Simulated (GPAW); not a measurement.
# Hf (Fm-3m) in GPAW: further runs, part 2 of 2

GPAW 26.7.0.

**4. Relaxation of cell and atoms, PBEsol, target pressure 20 GPa, at which the enthalpy is minimised**

Input file run.py:

```python
from ase import Atoms
from ase.filters import FrechetCellFilter
from ase.io import write
from ase.optimize import BFGS
from ase.units import GPa
from gpaw import GPAW, PW, setup_paths

setup_paths.insert(0, '.')

atoms = Atoms(['Hf'],
              cell=[[0.0, 2.22, 2.22],
                    [2.22, 0.0, 2.22],
                    [2.22, 2.22, 0.0]],
              scaled_positions=[[0.0, 0.0, 0.0]],
              pbc=True)

calc = GPAW(mode=PW(600),
            xc='PBEsol',
            kpts={'size': (10, 10, 10), 'gamma': True},
            occupations={'name': 'fermi-dirac', 'width': 0.05},
            nbands=14,
            convergence={'density': 1e-05, 'forces': 0.0001},
            maxiter=150,
            txt='gpaw.txt')
atoms.calc = calc
opt = BFGS(FrechetCellFilter(atoms, scalar_pressure=20 * GPa), trajectory='relax.traj', logfile='-')
done = opt.run(fmax=0.02, steps=60)
calc.write('gs.gpw')
write('result.traj', atoms)
print('Converged:', done)
print('Cell:', atoms.cell.cellpar().round(4))
print('Volume:', round(atoms.get_volume(), 4))
print(atoms.get_scaled_positions().round(5))
```

Potentials or basis: PAW data sets generated in the run's folder for this functional, pw.

Launch:

```console
> gpaw-setup -f PBEsol Hf
> OMP_NUM_THREADS=1 python run.py
```

gpaw.txt:

```text
__  _  _
 | _ |_)|_||  |
 |__||  | ||/\| - 26.7.0

Input parameters:
  mode=PW(ecut=600.0),
  convergence={'density': 1e-05, 'forces': 0.0001},
  kpts=MonkhorstPack(size=(10, 10, 10), gamma=True),
  maxiter=150,
  nbands=14,
  occupations=Occupations(name='fermi-dirac', width=0.05),
  xc=XC(name='PBEsol')

Diagonalizing LCAO Hamiltonian
Converting LCAO to pw mode

       Hf

Atoms  # Å, Bohr magnetons
|   | symbol |        x |        y |        z |    initial magnetic moments |
|---|--------|----------|----------|----------|-----------------------------|
| 0 |     Hf | 0.000000 | 0.000000 | 0.000000 | ( 0.0000,  0.0000,  0.0000) |

Unit cell  # Å
| periodic |        x |        y |        z |  lengths |    angles |
|----------|----------|----------|----------|----------|-----------|
|      yes | 0.000000 | 2.220000 | 2.220000 | 3.139554 | 60.000000 |
|      yes | 2.220000 | 0.000000 | 2.220000 | 3.139554 | 60.000000 |
|      yes | 2.220000 | 2.220000 | 0.000000 | 3.139554 | 60.000000 |

Number of symmetries: 48
Symmetry operations  # r_c * U_cc + t_c -> r_c
|    | kind |            matrix            |
|----|------|------------------------------|
|  0 |  σ   |  1, 0, 0,  1, 0,-1,  1,-1, 0 |
|  1 |  C2  |  1, 0, 0,  1,-1, 0,  1, 0,-1 |
|  2 |  E   |  1, 0, 0,  0, 1, 0,  0, 0, 1 |
|  3 |  σ   |  1, 0, 0,  0, 0, 1,  0, 1, 0 |
|  4 |  C4  |  1, 0,-1,  1, 0, 0,  1,-1, 0 |
|  5 |  S6  |  1, 0,-1,  1,-1, 0,  1, 0, 0 |
|  6 |  σ   |  1, 0,-1,  0, 1,-1,  0, 0,-1 |
|  7 |  C3  |  1, 0,-1,  0, 0,-1,  0, 1,-1 |
|  8 |  S6  |  1,-1, 0,  1, 0, 0,  1, 0,-1 |
[... 149 lines left out ...]
SCF iterations
|iter     | |      energy | eigst |  dens |force |
|---------|-|-------------|-------|-------|------|
|iter:   1| |   -8.102032 | -0.25 |       |      |
|iter:   2| |   -8.085675 | -3.05 | -1.32 |      |
|iter:   3| |   -8.005814 | -2.03 | -1.35 |      |
|iter:   4| |   -8.009440 | -3.39 | -1.97 |      |
|iter:   5| |   -8.010341c| -4.73 | -2.39 |      |
|iter:   6| |   -8.010346c| -6.87 | -3.73 |      |
|iter:   7| |   -8.010347c| -7.98c| -4.18 |      |
|iter:   8| |   -8.010347c| -9.54c| -5.55c|      |
|iter:   9| |   -8.010347c|-10.23c| -6.03c|-25.00c|

Converged in 9 steps
Energy contributions relative to reference atoms: (reference = -409762.375317)

Energy contributions:
  Kinetic:           6.107693
  Coulomb:          -5.612537
  Zero:             -0.498581
  External:          0.000000
  Xc:               -8.001371
  Entropy:          -0.011102
  Spinorbit:         0.000000
  ----------------------------
  Free energy:      -8.015898
  Extrapolated:     -8.010347
[... 25 lines left out ...]
Stress tensor  # eV/Ang^3
|         x |         y |         z |
|-----------|-----------|-----------|
|  0.007575 | -0.000000 | -0.000000 |
| -0.000000 |  0.007575 |  0.000000 |
| -0.000000 |  0.000000 |  0.007575 |

Forces  # eV/Ang
|       x |        y |        z |
|---------|----------|----------|
| 0.00000 | -0.00000 | -0.00000 |  # Hf   0

Interpolating wave functions to new cell

       Hf

Atoms  # Å, Bohr magnetons
|   | symbol |        x |         y |         z |    initial magnetic moments |
|---|--------|----------|-----------|-----------|-----------------------------|
| 0 |     Hf | 0.000000 | -0.000000 | -0.000000 | ( 0.0000,  0.0000,  0.0000) |

Unit cell  # Å
| periodic |        x |         y |         z |  lengths |    angles |
|----------|----------|-----------|-----------|----------|-----------|
|      yes | 0.000000 |  2.129990 |  2.129990 | 3.012260 | 60.000000 |
[... 220 lines left out ...]
| -0.097146 |  0.000000 |  0.000000 |
|  0.000000 | -0.097146 | -0.000000 |
|  0.000000 | -0.000000 | -0.097146 |

Forces  # eV/Ang
|        x |        y |        z |
|----------|----------|----------|
| -0.00000 | -0.00000 | -0.00000 |  # Hf   0

Interpolating wave functions to new cell

       Hf

Atoms  # Å, Bohr magnetons
|   | symbol |        x |        y |        z |    initial magnetic moments |
|---|--------|----------|----------|----------|-----------------------------|
| 0 |     Hf | 0.000000 | 0.000000 | 0.000000 | ( 0.0000,  0.0000,  0.0000) |

Unit cell  # Å
| periodic |         x |        y |         z |  lengths |    angles |
|----------|-----------|----------|-----------|----------|-----------|
|      yes | -0.000000 | 2.110115 |  2.110115 | 2.984153 | 60.000000 |
|      yes |  2.110115 | 0.000000 |  2.110115 | 2.984153 | 60.000000 |
|      yes |  2.110115 | 2.110115 | -0.000000 | 2.984153 | 60.000000 |

Number of symmetries: 48
Symmetry operations  # r_c * U_cc + t_c -> r_c
|    | kind |            matrix            |
|----|------|------------------------------|
|  0 |  σ   |  1, 0, 0,  1, 0,-1,  1,-1, 0 |
|  1 |  C2  |  1, 0, 0,  1,-1, 0,  1, 0,-1 |
|  2 |  E   |  1, 0, 0,  0, 1, 0,  0, 0, 1 |
|  3 |  σ   |  1, 0, 0,  0, 0, 1,  0, 1, 0 |
|  4 |  C4  |  1, 0,-1,  1, 0, 0,  1,-1, 0 |
|  5 |  S6  |  1, 0,-1,  1,-1, 0,  1, 0, 0 |
|  6 |  σ   |  1, 0,-1,  0, 1,-1,  0, 0,-1 |
|  7 |  C3  |  1, 0,-1,  0, 0,-1,  0, 1,-1 |
|  8 |  S6  |  1,-1, 0,  1, 0, 0,  1, 0,-1 |
[... 149 lines left out ...]
SCF iterations
|iter     | |      energy | eigst |  dens |force |
|---------|-|-------------|-------|-------|------|
|iter:   1| |   -7.862552 | -1.03 |       |      |
|iter:   2| |   -7.859853 | -4.20 | -1.89 |      |
|iter:   3| |   -7.846774 | -3.04 | -1.93 |      |
|iter:   4| |   -7.847266 | -4.57 | -2.79 |      |
|iter:   5| |   -7.847519c| -5.73 | -3.11 |      |
|iter:   6| |   -7.847520c| -7.96c| -4.38 |      |
|iter:   7| |   -7.847520c| -7.87c| -4.77 |      |
|iter:   8| |   -7.847520c| -9.34c| -5.80c|      |
|iter:   9| |   -7.847520c|-10.13c| -6.25c|-25.28c|

Converged in 9 steps
Energy contributions relative to reference atoms: (reference = -409762.375317)

Energy contributions:
  Kinetic:          18.535167
  Coulomb:         -15.370404
  Zero:             -0.501607
  External:          0.000000
  Xc:              -10.504750
  Entropy:          -0.011852
  Spinorbit:         0.000000
  ----------------------------
  Free energy:      -7.853446
  Extrapolated:     -7.847520
[... 25 lines left out ...]
Stress tensor  # eV/Ang^3
|         x |         y |         z |
|-----------|-----------|-----------|
| -0.126792 | -0.000000 |  0.000000 |
| -0.000000 | -0.126792 |  0.000000 |
|  0.000000 |  0.000000 | -0.126792 |

Forces  # eV/Ang
|       x |       y |       z |
|---------|---------|---------|
| 0.00000 | 0.00000 | 0.00000 |  # Hf   0

Interpolating wave functions to new cell

       Hf

Atoms  # Å, Bohr magnetons
|   | symbol |        x |        y |        z |    initial magnetic moments |
|---|--------|----------|----------|----------|-----------------------------|
| 0 |     Hf | 0.000000 | 0.000000 | 0.000000 | ( 0.0000,  0.0000,  0.0000) |

Unit cell  # Å
| periodic |        x |        y |         z |  lengths |    angles |
|----------|----------|----------|-----------|----------|-----------|
|      yes | 0.000000 | 2.111390 |  2.111390 | 2.985957 | 60.000000 |
|      yes | 2.111390 | 0.000000 |  2.111390 | 2.985957 | 60.000000 |
|      yes | 2.111390 | 2.111390 | -0.000000 | 2.985957 | 60.000000 |

Number of symmetries: 48
Symmetry operations  # r_c * U_cc + t_c -> r_c
|    | kind |            matrix            |
|----|------|------------------------------|
|  0 |  σ   |  1, 0, 0,  1, 0,-1,  1,-1, 0 |
|  1 |  C2  |  1, 0, 0,  1,-1, 0,  1, 0,-1 |
|  2 |  E   |  1, 0, 0,  0, 1, 0,  0, 0, 1 |
|  3 |  σ   |  1, 0, 0,  0, 0, 1,  0, 1, 0 |
|  4 |  C4  |  1, 0,-1,  1, 0, 0,  1,-1, 0 |
|  5 |  S6  |  1, 0,-1,  1,-1, 0,  1, 0, 0 |
|  6 |  σ   |  1, 0,-1,  0, 1,-1,  0, 0,-1 |
|  7 |  C3  |  1, 0,-1,  0, 0,-1,  0, 1,-1 |
|  8 |  S6  |  1,-1, 0,  1, 0, 0,  1, 0,-1 |
[... 149 lines left out ...]
SCF iterations
|iter     | |      energy | eigst |  dens |force |
|---------|-|-------------|-------|-------|------|
|iter:   1| |   -7.851884 | -3.39 |       |      |
|iter:   2| |   -7.851874 | -6.56 | -3.08 |      |
|iter:   3| |   -7.851825c| -5.43 | -3.12 |      |
|iter:   4| |   -7.851827c| -6.95 | -3.97 |      |
|iter:   5| |   -7.851828c| -8.11c| -4.30 |      |
|iter:   6| |   -7.851828c| -9.32c| -5.55c|      |
|iter:   7| |   -7.851828c| -9.97c| -5.96c|-26.17c|

Converged in 7 steps
Energy contributions relative to reference atoms: (reference = -409762.375317)

Energy contributions:
  Kinetic:          18.378353
  Coulomb:         -15.249572
  Zero:             -0.501624
  External:          0.000000
  Xc:              -10.473079
  Entropy:          -0.011813
  Spinorbit:         0.000000
  ----------------------------
  Free energy:      -7.857735
  Extrapolated:     -7.851828
[... 25 lines left out ...]
Stress tensor  # eV/Ang^3
|         x |         y |         z |
|-----------|-----------|-----------|
| -0.124813 | -0.000000 |  0.000000 |
| -0.000000 | -0.124813 |  0.000000 |
|  0.000000 |  0.000000 | -0.124813 |

Forces  # eV/Ang
|       x |        y |        z |
|---------|----------|----------|
| 0.00000 | -0.00000 | -0.00000 |  # Hf   0

# Writing to gs.gpw (mode='')
```

It took 75 s on 1 thread of Intel Xeon Platinum 8175M at 2.50GHz (Skylake/Cascade Lake), shared host; peak memory 0.17 GiB.

What came out:

```
Free energy                                            : -7.8577 eV
Relaxed volume                                         : 18.83 Å³/atom
Relaxed cell                                           : a = 2.986 Å, b = 2.986 Å, c = 2.986 Å, α = 60.00°, β = 60.00°, γ = 60.00°
Space group after relaxing (to 0.05 Å)                 : Fm-3m (No. 225)
Energy change on relaxing (the enthalpy is what falls) : +158.5 meV/atom
Ionic steps                                            : 4
Pressure after relaxing                                : 20.0 GPa
Band gap on the k mesh                                 : none (metal or under the smearing width)
```

Step by step:
```tsv
step	energy change (eV)	largest force (eV/Å)	pressure (GPa)	volume (Å³)
1	0.0000	0.0000	-1.21	21.88
2	0.1026	0.0000	15.56	19.33
3	0.1628	0.0000	20.31	18.79
4	0.1585	0.0000	20.00	18.83
```

Final structure:
```cif
data_structure
_symmetry_space_group_name_H-M 'P 1'
_symmetry_Int_Tables_number 1
_cell_length_a 2.9860
_cell_length_b 2.9860
_cell_length_c 2.9860
_cell_angle_alpha 60.000
_cell_angle_beta 60.000
_cell_angle_gamma 60.000
_cell_volume 18.83
loop_
_atom_site_label
_atom_site_type_symbol
_atom_site_fract_x
_atom_site_fract_y
_atom_site_fract_z
_atom_site_occupancy
Hf1 Hf 0.00000 0.00000 0.00000 1
```

Caveat: later steps reuse the first step's grids.

**5. Relaxation of cell and atoms, PBEsol, target pressure 30 GPa, at which the enthalpy is minimised**

run.py, as its differences from that of step 4:

```diff
@@ -25,3 +25,3 @@
 atoms.calc = calc
-opt = BFGS(FrechetCellFilter(atoms, scalar_pressure=20 * GPa), trajectory='relax.traj', logfile='-')
+opt = BFGS(FrechetCellFilter(atoms, scalar_pressure=30 * GPa), trajectory='relax.traj', logfile='-')
 done = opt.run(fmax=0.02, steps=60)
```

Potentials or basis: PAW data sets generated in the run's folder for this functional, pw.

Launch:

```console
> gpaw-setup -f PBEsol Hf
> OMP_NUM_THREADS=1 python run.py
```

gpaw.txt:

```text
__  _  _
 | _ |_)|_||  |
 |__||  | ||/\| - 26.7.0

Input parameters:
  mode=PW(ecut=600.0),
  convergence={'density': 1e-05, 'forces': 0.0001},
  kpts=MonkhorstPack(size=(10, 10, 10), gamma=True),
  maxiter=150,
  nbands=14,
  occupations=Occupations(name='fermi-dirac', width=0.05),
  xc=XC(name='PBEsol')

Diagonalizing LCAO Hamiltonian
Converting LCAO to pw mode

       Hf

Atoms  # Å, Bohr magnetons
|   | symbol |        x |        y |        z |    initial magnetic moments |
|---|--------|----------|----------|----------|-----------------------------|
| 0 |     Hf | 0.000000 | 0.000000 | 0.000000 | ( 0.0000,  0.0000,  0.0000) |

Unit cell  # Å
| periodic |        x |        y |        z |  lengths |    angles |
|----------|----------|----------|----------|----------|-----------|
|      yes | 0.000000 | 2.220000 | 2.220000 | 3.139554 | 60.000000 |
|      yes | 2.220000 | 0.000000 | 2.220000 | 3.139554 | 60.000000 |
|      yes | 2.220000 | 2.220000 | 0.000000 | 3.139554 | 60.000000 |

Number of symmetries: 48
Symmetry operations  # r_c * U_cc + t_c -> r_c
|    | kind |            matrix            |
|----|------|------------------------------|
|  0 |  σ   |  1, 0, 0,  1, 0,-1,  1,-1, 0 |
|  1 |  C2  |  1, 0, 0,  1,-1, 0,  1, 0,-1 |
|  2 |  E   |  1, 0, 0,  0, 1, 0,  0, 0, 1 |
|  3 |  σ   |  1, 0, 0,  0, 0, 1,  0, 1, 0 |
|  4 |  C4  |  1, 0,-1,  1, 0, 0,  1,-1, 0 |
[... 483 lines left out ...]
|  3 |  σ   |  1, 0, 0,  0, 0, 1,  0, 1, 0 |
|  4 |  C4  |  1, 0,-1,  1, 0, 0,  1,-1, 0 |
|  5 |  S6  |  1, 0,-1,  1,-1, 0,  1, 0, 0 |
|  6 |  σ   |  1, 0,-1,  0, 1,-1,  0, 0,-1 |
|  7 |  C3  |  1, 0,-1,  0, 0,-1,  0, 1,-1 |
|  8 |  S6  |  1,-1, 0,  1, 0, 0,  1, 0,-1 |
[... 201 lines left out ...]
Stress tensor  # eV/Ang^3
|         x |         y |         z |
|-----------|-----------|-----------|
| -0.188966 | -0.000000 |  0.000000 |
| -0.000000 | -0.188966 |  0.000000 |
|  0.000000 |  0.000000 | -0.188966 |

Forces  # eV/Ang
|       x |       y |        z |
|---------|---------|----------|
| 0.00000 | 0.00000 | -0.00000 |  # Hf   0

Interpolating wave functions to new cell

       Hf

Atoms  # Å, Bohr magnetons
|   | symbol |         x |        y |         z |    initial magnetic moments |
|---|--------|-----------|----------|-----------|-----------------------------|
| 0 |     Hf | -0.000000 | 0.000000 | -0.000000 | ( 0.0000,  0.0000,  0.0000) |

Unit cell  # Å
| periodic |        x |        y |         z |  lengths |    angles |
|----------|----------|----------|-----------|----------|-----------|
|      yes | 0.000000 | 2.074048 |  2.074048 | 2.933147 | 60.000000 |
|      yes | 2.074048 | 0.000000 |  2.074048 | 2.933147 | 60.000000 |
|      yes | 2.074048 | 2.074048 | -0.000000 | 2.933147 | 60.000000 |

Number of symmetries: 48
Symmetry operations  # r_c * U_cc + t_c -> r_c
|    | kind |            matrix            |
|----|------|------------------------------|
|  0 |  σ   |  1, 0, 0,  1, 0,-1,  1,-1, 0 |
|  1 |  C2  |  1, 0, 0,  1,-1, 0,  1, 0,-1 |
|  2 |  E   |  1, 0, 0,  0, 1, 0,  0, 0, 1 |
|  3 |  σ   |  1, 0, 0,  0, 0, 1,  0, 1, 0 |
|  4 |  C4  |  1, 0,-1,  1, 0, 0,  1,-1, 0 |
|  5 |  S6  |  1, 0,-1,  1,-1, 0,  1, 0, 0 |
|  6 |  σ   |  1, 0,-1,  0, 1,-1,  0, 0,-1 |
|  7 |  C3  |  1, 0,-1,  0, 0,-1,  0, 1,-1 |
|  8 |  S6  |  1,-1, 0,  1, 0, 0,  1, 0,-1 |
[... 199 lines left out ...]
Stress tensor  # eV/Ang^3
|         x |         y |         z |
|-----------|-----------|-----------|
| -0.187237 |  0.000000 | -0.000000 |
|  0.000000 | -0.187237 | -0.000000 |
| -0.000000 | -0.000000 | -0.187237 |

Forces  # eV/Ang
|       x |       y |        z |
|---------|---------|----------|
| 0.00000 | 0.00000 | -0.00000 |  # Hf   0

# Writing to gs.gpw (mode='')
```

stdout:

```text
Step          Energy          fmax
BFGS:    0       -3.918579        4.263083
BFGS:    1       -4.359385        0.471110
BFGS:    2       -4.364388        0.030669
BFGS:    3       -4.364409        0.000145
Converged: True
Cell: [ 2.9331  2.9331  2.9331 60.     60.     60.    ]
Volume: 17.8438
[[0. 0. 0.]]
```

Wall time 77 s (1 thread of Intel Xeon Platinum 8175M at 2.50GHz (Skylake/Cascade Lake), shared host); peak memory 0.16 GiB.

Results:

* Free energy: -7.7056 eV
* Relaxed volume: 17.84 Å³/atom
* Relaxed cell: a = 2.933 Å, b = 2.933 Å, c = 2.933 Å, α = 60.00°, β = 60.00°, γ = 60.00°
* Space group after relaxing (to 0.05 Å): Fm-3m (No. 225)
* Energy change on relaxing (the enthalpy is what falls): +311.1 meV/atom
* Ionic steps: 4
* Pressure after relaxing: 30.0 GPa
* Band gap on the k mesh: none (metal or under the smearing width)

Step by step:
```tsv
step	energy change (eV)	largest force (eV/Å)	pressure (GPa)	volume (Å³)
1	0.0000	0.0000	-1.21	21.88
2	0.2441	0.0000	25.86	18.23
3	0.3158	0.0000	30.28	17.82
4	0.3111	0.0000	30.00	17.84
```

Final structure:
```yaml
crystal:
  lattice:
    - [0.00000, 2.07405, 2.07405]
    - [2.07405, 0.00000, 2.07405]
    - [2.07405, 2.07405, 0.00000]
  atoms:
    - { symbol: Hf, position: [0.00000, 0.00000, 0.00000] }
```

Caveat: later steps reuse the first step's grids; the volume moved by over 15 % at a fixed basis, so the end points are rough. Spin-orbit coupling is left out, which matters for the levels of Hf.

**6. Summary**

| cell | target pressure | gap on the mesh (eV) | pressure (GPa) |
| --- | --- | --- | --- |
| relaxed to 5 GPa | 5 GPa | none | 5.1 |
| relaxed to 10 GPa | 10 GPa | none | 10.0 |
| relaxed to 20 GPa | 20 GPa | none | 20.0 |
| relaxed to 30 GPa | 30 GPa | none | 30.0 |

Alike in all rows: task relaxation of cell and atoms; level PBEsol; potentials or basis PAW data sets generated in the run's folder for this functional, pw; no spin polarisation; k mesh 10 × 10 × 10; cutoff (eV) 600; smearing fermi-dirac 0.05 eV.

Caveats: later steps reuse the first step's grids; the volume moved by over 15 % at a fixed basis, so the end points are rough (some runs).

Total energies depend on the potentials used, so only differences within one code and one set of settings carry meaning.
